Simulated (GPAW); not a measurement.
The system is TaN.

```xyz
2
Lattice="0.0000 2.4911 2.4911 2.4911 0.0000 2.4911 2.4911 2.4911 0.0000" Properties=species:S:1:pos:R:3 pbc="T T T"
Ta    0.0000    0.0000    0.0000
N     1.2456    1.2456    1.2456
```

The cell comes from a database or a generator and needn't be the stable form of this composition.

Base run:

```yaml
Program: GPAW 26.7.0
Functional: PBEsol
Potentials_or_basis: PAW data sets generated in the run's folder for this functional
Cutoff: 800 eV
Basis: pw
k_mesh: 7 × 7 × 7
Occupations: gaussian, width 0.05 eV
Spin: collinear spin, ferromagnetic start
Starting_moments: "[0.5, 0.0] μB"
```

Its results: band gap on the k mesh none (metal or under the smearing width); pressure -30.9 GPa; net moment 0.00 μB per cell.

Problem. The run is repeated on the same cell with these changes: hubbard terms from none to Ta d U = 4 eV. What comes out?

Solution. Band gap on the k mesh none (metal or under the smearing width); pressure -25.2 GPa; net moment 0.30 μB per cell; site moments Ta +0.28; N -0.02 μB.

Caveats: a pressure of tens of GPa on the cell as given is suspect, and the run, the potentials or the cell itself is likely at fault (some runs).
